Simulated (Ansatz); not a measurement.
Crystal: Te2Mo.

```
Te Mo
1.0
     3.51820    0.00000    0.00000
    -1.75910    3.04685    0.00000
     0.00000    0.00000   13.97360
Te Mo
4 2
Direct
  0.66667 0.33333 0.37900
  0.33333 0.66667 0.87900
  0.66667 0.33333 0.12100
  0.33333 0.66667 0.62100
  0.66667 0.33333 0.75000
  0.33333 0.66667 0.25000
```

Base run:

```yaml
Program: Ansatz 0.2.0
Functional: LDA
Potentials_or_basis: Ansatz PAW
Cutoff: "420 eV (not typed: the program's choice for these potentials)"
k_mesh: 9 × 9 × 2
Occupations: fermi-dirac, width 0.05 eV
Spin: no spin polarisation
```

Its results: band gap on the k mesh 0.76 eV, indirect (least direct gap 1.03 eV); pressure -3.0 GPa; largest force 0.293 eV/Å.

**Question.** The run is repeated on the same cell with these changes: functional from LDA to PBEsol. What comes out?

**Answer.** Band gap on the k mesh 0.76 eV, indirect (least direct gap 1.04 eV); pressure -1.1 GPa; largest force 0.090 eV/Å.

PBEsol binds less tightly than LDA, so the same cell stands under more pressure.

Caveats: the k mesh misses the band edges, so the gap on the mesh is wider than the one along the path; spin-orbit coupling is left out, which moves the levels of the heavy elements; the PAW data sets come from PBE, with cores solved anew for the run's functional, which leaves a small shift of forces and pressure; this functional lacks dispersion, which binds the layers, so the pressure and a relaxed spacing across them are unreliable (some runs).
